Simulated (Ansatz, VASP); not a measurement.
**One calculation of Ti3Si2, two programs**

INCAR

```
PREC = Accurate
ENCUT = 600
EDIFF = 1E-7
ISMEAR = 0
SIGMA = 0.1
LREAL = False
LASPH = True
NELM = 80
ALGO = Normal
ISIF = 3
LWAVE = False
LCHARG = False
GGA = PE
IBRION = 2
NSW = 90
EDIFFG = -0.04
```

Contents of KPOINTS:

```
regular mesh
0
Gamma
  4 4 4
```

Contents of POSCAR:

```
Ti3Si2
1.0
    4.1390138200      0.0000000000      0.0000000000
    0.0000000000      4.1390138200      0.0000000000
    0.0000000000      0.0000000000      4.1390138200
Ti Si
3 2
Direct
    0.5000000000      0.0000000000      0.0000000000
    0.0000000000      0.5000000000      0.0000000000
    0.0000000000      0.0000000000      0.5000000000
    0.5000000000      0.5000000000      0.5000000000
    0.0000000000      0.0000000000      0.0000000000
```

Input for Ansatz:

```yaml
crystal:
  lattice:
    - [4.13901382, 0.0, 0.0]
    - [0.0, 4.13901382, 0.0]
    - [0.0, 0.0, 4.13901382]
  atoms:
    - { symbol: Ti, position: [0.5, 0.0, 0.0] }
    - { symbol: Ti, position: [0.0, 0.5, 0.0] }
    - { symbol: Ti, position: [0.0, 0.0, 0.5] }
    - { symbol: Si, position: [0.5, 0.5, 0.5] }
    - { symbol: Si, position: [0.0, 0.0, 0.0] }
basis:
  ecutwfc: 420
kpoints:
  mp_grid: { grid: [4, 4, 4] }
hamiltonian:
  xc: pbe
scf:
  occupations: { method: gaussian, width: 0.1 }
  lower_state_search: "off"
output:
  forces: true
  stress: true
  eigenvalues: true
relax:
  adjacent_minimum: "off"
  f_tol: 0.04
  max_steps: 70
  cell: { stress_tol: 0.4 }
```

Alike in both runs: task relaxation of cell and atoms; functional PBE; k mesh 4 × 4 × 4; occupations gaussian, width 0.1 eV; no spin polarisation.

|  | VASP | Ansatz |
| --- | --- | --- |
| version | VASP 6.6.1 | Ansatz 0.2.0 |
| potentials or method | VASP PAW PBE potentials, release 64 (Ti_sv, Si) | scalar-relativistic, plane waves, PAW |
| plane-wave cutoff (eV) | 600 | 420 |
| valence electrons in the cell | 44 | 44 |

Ansatz gave:

- gap on the k mesh at the Fermi level, each at its own relaxed structure (eV): none
- relaxed volume (Å³/atom): 18.85
- relaxed cell length with the largest relative difference (Å): 4.551
- energy change over the relaxation (meV/atom): -531

Problem. Estimate VASP's values.

Solution. gap on the k mesh at the Fermi level, each at its own relaxed structure (eV): none; relaxed volume (Å³/atom): 18.87; relaxed cell length with the largest relative difference (Å): 4.552; energy change over the relaxation (meV/atom): -530.

A gap of «none» marks a metal or a gap that the smearing closes.

Caveats: the k mesh is coarse (spacing up to 0.38 Å⁻¹), so the values aren't converged; the volume moved by over 15 % at a fixed basis, so the end points are rough (VASP).
